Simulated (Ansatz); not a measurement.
**From the elastic tensor of GaN to moduli and sound speeds**

Theory: Ansatz, DFT PBE, scalar-relativistic, plane waves, PAW. Settings: 420 eV plane-wave cutoff, Γ-centred 12×12×6 mesh, fixed occupations. No spin polarisation.

Symmetry: P6_3mc, No. 186, hexagonal system. The conventional cell has a = 3.218 Å, b = 3.218 Å, c = 5.243 Å, α = 90.00°, β = 90.00°, γ = 120.00°. Around Ga (site symmetry 3m) lie 4 N at 1.97 to 1.98 Å. Around N (site symmetry 3m) lie 4 Ga at 1.97 to 1.98 Å.

Relaxed-ion constants (GPa, on the Cartesian axes of the calculation):
```
323.7 113.2  80.1   0.0   0.0   0.0
113.2 323.7  80.1   0.0   0.0   0.0
 80.0  80.0 356.1   0.0   0.0   0.0
  0.0   0.0   0.0  89.3   0.0   0.0
  0.0   0.0   0.0   0.0  89.3   0.0
  0.0   0.0   0.0   0.0   0.0 105.3
```

Density 5.912 g/cm³; 4 atoms in 47.03 Å³.

The values that follow are for a polycrystal of randomly turned grains, by Hill's mean where one number stands.

With S = C⁻¹: B_V = (C11+C22+C33+2(C12+C13+C23))/9, G_V = (C11+C22+C33−C12−C13−C23+3(C44+C55+C66))/15, 1/B_R = S11+S22+S33+2(S12+S13+S23), 15/G_R = 4(S11+S22+S33−S12−S13−S23)+3(S44+S55+S66); Hill is their mean. Then v_l = √((B+4G/3)/ρ), v_t = √(G/ρ), v_m = [(2/v_t³+1/v_l³)/3]^(−1/3) and Θ = (ħ/k_B)·v_m·(6π²n/V)^(1/3) for n atoms in the volume V; E = 9BG/(3B+G), ν = (3B−2G)/(2(3B+G)) and A^U = 5G_V/G_R + B_V/B_R − 6.

* Bulk modulus, Voigt / Reuss / Hill: 172.2 / 172.2 / 172.2 GPa
* Shear modulus, Voigt / Reuss / Hill: 105.4 / 102.8 / 104.1 GPa
* Young's modulus: 260 GPa
* Poisson ratio: 0.248
* Pugh ratio B/G: 1.65
* Universal anisotropy index: 0.13
* Longitudinal and transverse sound speeds: 7253 and 4197 m/s
* Debye temperature from the mean sound speed: 610 K

Cost: 1 run of about 12 core-minutes, on Arm Neoverse V1 (shared hosts).

The anisotropy of GaN lies almost entirely in shear. The Voigt and Reuss bulk moduli coincide at 172.2 GPa because the crystal shrinks nearly equally along a and c under pressure, as expected for a wurtzite network of almost regular tetrahedra. Uniaxial stiffness is greatest along c (C33 above C11), where one bond of each tetrahedron points straight along the strain, while shear between basal planes (C44, 89.3 GPa) is easier than shear within them (C66, 105.3 GPa). The high overall rigidity comes from short, strongly directional polar-covalent Ga–N bonds, which resist bending as well as stretching; together with the light nitrogen, this keeps the sound speeds high.

The lattice is somewhat larger and the moduli lower than is well established for GaN, most likely because PBE underbinds and so softens the bonds. The tensor meets the criteria for elastic stability under small homogeneous strains. Piezoelectric stiffening, which raises the speed of certain acoustic waves in this polar crystal, isn't captured by the averaged sound speeds.
